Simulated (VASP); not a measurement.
# KI (Fm-3m) in VASP: settings compared, part 2 of 2

VASP 6.6.1. The steps go on from the part before.

## Step 4: Relaxation of cell and atoms, rev-vdW-DF2

INCAR reads:

```
SYSTEM = KI
PREC = Accurate
ENCUT = 600
EDIFF = 1E-6
ISMEAR = -1
SIGMA = 0.05
LREAL = .FALSE.
LASPH = .TRUE.
NELM = 80
ALGO = Fast
ISIF = 3
LWAVE = .FALSE.
LCHARG = .FALSE.
GGA = MK
LUSE_VDW = .TRUE.
AGGAC = 0.0
PARAM1 = 0.1234
PARAM2 = 0.711357
ZAB_VDW = -1.8867
IBRION = 2
NSW = 40
EDIFFG = -0.005
```

KPOINTS reads:

```
regular mesh
0
G
  7 7 7
  0 0 0
```

POSCAR reads:

```
KI
1.0
    0.0000000000      3.5327750000      3.5327750000
    3.5327750000      0.0000000000      3.5327750000
    3.5327750000      3.5327750000      0.0000000000
I K
1 1
Direct
    0.5000000000      0.5000000000      0.5000000000
    0.0000000000      0.0000000000      0.0000000000
```

Potentials or basis: VASP PAW PBE potentials, release 64 (I, K_sv).

Command:

```sh
$ cat potpaw_PBE.64/I/POTCAR potpaw_PBE.64/K_sv/POTCAR > POTCAR
$ mpirun -np 1 vasp_std > vasp.out
```

OUTCAR:

```text
SYSTEM = KI
   PREC = Accurate
   ENCUT = 600
   EDIFF = 1E-6
   ISMEAR = -1
   LREAL = .FALSE.
   LASPH = .TRUE.
   NELM = 80
   ISIF = 3
   GGA = MK
   IBRION = 2
   NSW = 40
   EDIFFG = -0.005

 ion  position               nearest neighbor table
   1  0.500  0.500  0.500-   2 3.53   2 3.53   2 3.53   2 3.53   2 3.53   2 3.53
   2  0.000  0.000  0.000-   1 3.53   1 3.53   1 3.53   1 3.53   1 3.53   1 3.53

  LATTYP: Found a face centered cubic cell.
 ALAT       =     7.0655500000

  Lattice vectors:

 A1 = (   0.0000000000,   3.5327750000,   3.5327750000)
 A2 = (   3.5327750000,   0.0000000000,   3.5327750000)
 A3 = (   3.5327750000,   3.5327750000,   0.0000000000)

Analysis of symmetry for initial positions (statically):
=====================================================================
 Subroutine PRICEL returns:
 Original cell was already a primitive cell.

 Routine SETGRP: Setting up the symmetry group for a
 face centered cubic supercell.

 Subroutine GETGRP returns: Found 48 space group operations
 (whereof 48 operations were pure point group operations)
 out of a pool of 48 trial point group operations.

The static configuration has the point symmetry O_h .

Analysis of symmetry for dynamics (positions and initial velocities):
[... 148 lines left out ...]

 number of electron      15.9999999 magnetization

 Free energy of the ion-electron system (eV)
  ---------------------------------------------------
  ext. energy  EPLUGINS =         0.00000000
  ---------------------------------------------------
  free energy    TOTEN  =        -1.91865631 eV

  energy without entropy =       -1.91865631  energy(sigma->0) =       -1.91865631

------------------------ aborting loop because EDIFF is reached ----------------------------------------

  FORCE on cell =-STRESS in cart. coord.  units (eV):
  Direction    XX          YY          ZZ          XY          YZ          ZX
  --------------------------------------------------------------------------------------
  -------------------------------------------------------------------------------------
  Total       -0.0957623     -0.0957623     -0.0957623     -0.0000000     -0.0000000      0.0000000
  in kB       -1.7399126     -1.7399126     -1.7399126     -0.0000000     -0.0000000      0.0000000
  external PRESSURE =      -1.7399126 kB  Pullay stress =       0.0000000 kB
[... 101 lines left out ...]
--------------------------------------- Ionic step        4  -------------------------------------------

 number of electron      15.9999999 magnetization

 Free energy of the ion-electron system (eV)
  ---------------------------------------------------
  ext. energy  EPLUGINS =         0.00000000
  ---------------------------------------------------
  free energy    TOTEN  =        -1.91930174 eV

  energy without entropy =       -1.91930174  energy(sigma->0) =       -1.91930174

 E-fermi :   0.6668     XC(G=0):  -7.4108

 val. band max:       -0.4324236622   @ k =   0.0000   0.0000   0.0000
 cond. band min:       3.4021960376   @ k =   0.0000   0.0000   0.0000
 fundamental gap:      3.8346196998
 Fermi energy:         0.6668478942

 k-point     1 :       0.0000    0.0000    0.0000
  band No.  band energies     occupation
      1     -28.8266      2.00000
      2     -12.3825      2.00000
      3     -12.3825      2.00000
      4     -12.3825      2.00000
      5     -11.0009      2.00000
      6      -0.4324      2.00000
      7      -0.4324      2.00000
      8      -0.4324      2.00000
      9       3.4022      0.00000
     10       5.9505      0.00000
     11       5.9505      0.00000
     12       5.9505      0.00000
[... 316 lines left out ...]
  energy  without entropy=       -1.9193017383  energy(sigma->0) =       -1.91930174

Total vdW correction in eV:      3.2625380

 reached required accuracy - stopping structural energy minimisation
```

OSZICAR:

```text
N       E                     dE             d eps       ncg     rms          rms(c)
DAV:   1     0.105651800144E+03    0.10565E+03   -0.70407E+03   480   0.125E+03
DAV:   2     0.535622935761E+01   -0.10030E+03   -0.91462E+02   576   0.260E+02
DAV:   3    -0.161880834246E+01   -0.69750E+01   -0.69098E+01   632   0.622E+01
[... 35 lines left out ...]
DAV:   1    -0.191953942780E+01   -0.24857E-03   -0.52412E-03   600   0.685E-01    0.104E-01
RMM:   2    -0.191934856108E+01    0.19087E-03   -0.36304E-04   480   0.181E-01    0.403E-02
RMM:   3    -0.191930415638E+01    0.44405E-04   -0.15019E-04   480   0.923E-02    0.302E-02
RMM:   4    -0.191930184976E+01    0.23066E-05   -0.19294E-05   532   0.359E-02    0.120E-02
RMM:   5    -0.191930173832E+01    0.11144E-06   -0.63999E-06   429   0.164E-02
   4 F= -.19193017E+01 E0= -.19193017E+01  d E =-.645425E-03
```

Wall time 5.4 min (1 thread of Intel Xeon Platinum 8488C (Sapphire Rapids), shared host); peak memory 0.56 GiB.

What came out:

```
Free energy                            : -1.9193 eV
Relaxed volume                         : 43.49 Å³/atom
Relaxed cell                           : a = 4.973 Å, b = 4.973 Å, c = 4.973 Å, α = 60.00°, β = 60.00°, γ = 60.00°
Space group after relaxing (to 0.05 Å) : Fm-3m (No. 225)
Energy gained by relaxing              : 0.3 meV/atom
Ionic steps                            : 4
Pressure after relaxing                : 0.0 GPa
Band gap on the k mesh                 : 3.83 eV, direct
```

The path:
```
step  energy change (eV)  largest force (eV/Å)  pressure (GPa)  volume (Å³)
   1              0.0000                0.0000           -0.17        88.18
   2             -0.0005                0.0000           -0.08        87.57
   3             -0.0006                0.0000            0.02        86.84
   4             -0.0006                0.0000            0.00        86.98
```

Final structure:
```cif
data_structure
_symmetry_space_group_name_H-M 'P 1'
_symmetry_Int_Tables_number 1
_cell_length_a 4.9733
_cell_length_b 4.9733
_cell_length_c 4.9733
_cell_angle_alpha 60.000
_cell_angle_beta 60.000
_cell_angle_gamma 60.000
_cell_volume 86.98
loop_
_atom_site_label
_atom_site_type_symbol
_atom_site_fract_x
_atom_site_fract_y
_atom_site_fract_z
_atom_site_occupancy
I1 I 0.50000 0.50000 0.50000 1
K1 K 0.00000 0.00000 0.00000 1
```

Caveat: the PAW data sets were made with another functional, which shifts forces and pressure a little; spin-orbit coupling is left out, which moves the levels of the heavy elements; an odd mesh through Γ misses points on the zone boundary, where band edges often lie.

## Step 5: Single point, PBE0(alpha)

POSCAR is that of step 4.

INCAR.step1 reads:

```
ALGO = Normal
EDIFF = 1E-5
ENCUT = 520
GGA = PE
ISIF = 2
ISMEAR = -1
LASPH = T
LREAL = F
LWAVE = T
NELM = 100
PREC = Accurate
SIGMA = 0.05
```

INCAR.step2 reads:

```
AEXX = 0.05
ALGO = Normal
EDIFF = 1E-6
ENCUT = 520
GGA = PE
HFRCUT = -1
ISIF = 2
ISMEAR = -1
ISTART = 1
LASPH = T
LCHARG = F
LHFCALC = T
LREAL = F
LWAVE = F
NELM = 100
PREC = Accurate
PRECFOCK = Fast
SIGMA = 0.05
```

KPOINTS reads:

```
k-points
0
Gamma
  4 4 4
```

Command:

```sh
$ cat potpaw_PBE.64/I/POTCAR potpaw_PBE.64/K_sv/POTCAR > POTCAR
$ cp INCAR.step1 INCAR
$ mpirun -np 1 vasp_std > vasp.out
$ cp INCAR.step2 INCAR
$ mpirun -np 1 vasp_std > vasp.out
```

It took 95 s on 1 thread of Intel Xeon Platinum 8559C (Emerald Rapids), shared host; peak memory 0.23 GiB.

It converged, with:

| Item | Value |
| --- | --- |
| Free energy | -5.8166 eV |
| Pressure | 0.6 GPa |
| Band gap on the k mesh | 4.29 eV, direct |

Levels at points of the mesh, in eV from the valence-band top:
| k point | band 6 | band 7 | band 8 | band 9 | band 10 | band 11 |
| --- | --- | --- | --- | --- | --- | --- |
| (0.00, 0.00, 0.00) | 0.00 | 0.00 | 0.00 | 4.29 | 6.87 | 6.87 |
| (0.50, 0.00, 0.00) | -1.34 | -0.34 | -0.34 | 5.85 | 8.10 | 8.51 |
| (0.50, 0.50, 0.00) | -1.02 | -0.38 | -0.38 | 5.28 | 6.12 | 8.52 |

Caveat: the PAW data sets were made with another functional, which shifts forces and pressure a little; spin-orbit coupling is left out, which moves the levels of the heavy elements.

## Step 6: Summary

```tsv
task	level	cell	k mesh	cutoff (eV)	share of exact exchange	grid for exact exchange (PRECFOCK)	exchange at q = 0	gap on the mesh (eV)	pressure (GPa)	relaxed volume (Å³/atom)
relaxation of cell and atoms	optB88-vdW	relaxed	7 × 7 × 7	600	-	-	-	3.91	0.0	43.33
relaxation of cell and atoms	vdW-DF-cx	relaxed	7 × 7 × 7	600	-	-	-	4.02	0.0	-
relaxation of cell and atoms	rev-vdW-DF2	relaxed	7 × 7 × 7	600	-	-	-	3.83	0.0	43.49
single point	PBE0(alpha)	as given	4 × 4 × 4	520	0.05	Fast	truncated	4.29	0.6	-
```

Alike in all rows: potentials or basis VASP PAW PBE potentials, release 64 (I, K_sv); no spin polarisation; smearing fermi-dirac 0.05 eV.

Caveats: the PAW data sets were made with another functional, which shifts forces and pressure a little; spin-orbit coupling is left out, which moves the levels of the heavy elements; an odd mesh through Γ misses points on the zone boundary, where band edges often lie (some runs); the relaxation stopped at its first step, so nothing moved (some runs).

Total energies depend on the potentials used, so only differences within one code and one set of settings carry meaning.

## Step 7: How close it comes

Step 5. Against the measured gap of KI, 6.32 eV (a printed reference work, monograph), the calculated 4.29 eV is off by -2.03 eV. Spin-orbit coupling on I is left out. The value is that of PBE0(alpha), without temperature or zero-point motion.
